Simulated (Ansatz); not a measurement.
TiO2:

```
Ti O
1.0
     5.58222    0.00000    0.00000
    -2.79111    4.83435    0.00000
     0.00000    0.00000    6.08247
Ti O
3 6
Direct
  0.46694 0.00000 0.33333
  0.00000 0.46694 0.66667
  0.53306 0.53306 0.00000
  0.58107 0.85143 0.12066
  0.72963 0.14857 0.54600
  0.27037 0.41893 0.78733
  0.85143 0.58107 0.87934
  0.14857 0.72963 0.45400
  0.41893 0.27037 0.21267
```

Measurements of this composition are mostly on another form, of space group No. 141.

Base run:

| Item | Value |
| --- | --- |
| Program | Ansatz 0.2.0 |
| Functional | PBEsol |
| Potentials or basis | Ansatz PAW |
| Cutoff | 420 eV (not typed: the program's choice for these potentials) |
| k mesh | 6 × 6 × 5 |
| Occupations | fermi-dirac, width 0.05 eV |
| Spin | no spin polarisation |

Its results: band gap on the k mesh 3.60 eV, indirect (least direct gap 3.61 eV); pressure -1.4 GPa; largest force 0.143 eV/Å.

Problem. The run is repeated on the same cell with these changes: functional from PBEsol to PBE; k mesh from 6 × 6 × 5 to 2 × 2 × 2. What comes out?

Solution. Band gap on the k mesh 3.56 eV, direct; pressure 1.5 GPa; largest force 0.061 eV/Å.

Several settings changed at once, so the effect can't be laid on one alone.

Caveats: some runs use coarse meshes; the k mesh misses the band edges, so the gap on the mesh is wider than the one along the path (some runs); the PAW data sets come from PBE, with cores solved anew for the run's functional, which leaves a small shift of forces and pressure (some runs).
